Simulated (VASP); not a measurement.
Nb, 1 atom in the cell. The typed cell holds 1 atom: a = 2.873 Å, b = 2.888 Å, c = 2.873 Å, α = 109.53°, β = 108.89°, γ = 109.65°.  The cell isn't the ideal one: cell strained at random at fixed volume.

| Quantity | Value |
| --- | --- |
| Program | VASP 6.6.1 |
| Task | electrostatic potential |
| Functional | PBEsol |
| Dispersion | rVV10 |
| Potentials or basis | VASP PAW PBE potentials, release 64 (Nb_pv) |
| Cutoff | 520 eV |
| k mesh | 8 × 8 × 8 |
| Occupations | tetrahedron |
| Spin | spin-orbit coupling, no magnetisation |
| Hubbard terms | Nb d U = 6 eV |
| Further INCAR settings | ALGO = Normal; EDIFF = 1e-06 |

Potentials or basis: VASP PAW PBE potentials, release 64 (Nb_pv).

The run is started by

```sh
$ cat potpaw_PBE.64/Nb_pv/POTCAR > POTCAR
$ mpirun -np 1 vasp_ncl > vasp.out
```

Hardware: 1 thread of AMD EPYC 9R45 (Zen 5), with other jobs on the host.

Task: How long does it take, and how much memory?

Result: Run time: 4.3 min on 1 thread of AMD EPYC 9R45 (Zen 5), with other jobs on the host, peak memory 0.34 GiB. Counts: scf iterations 23, k points 260.
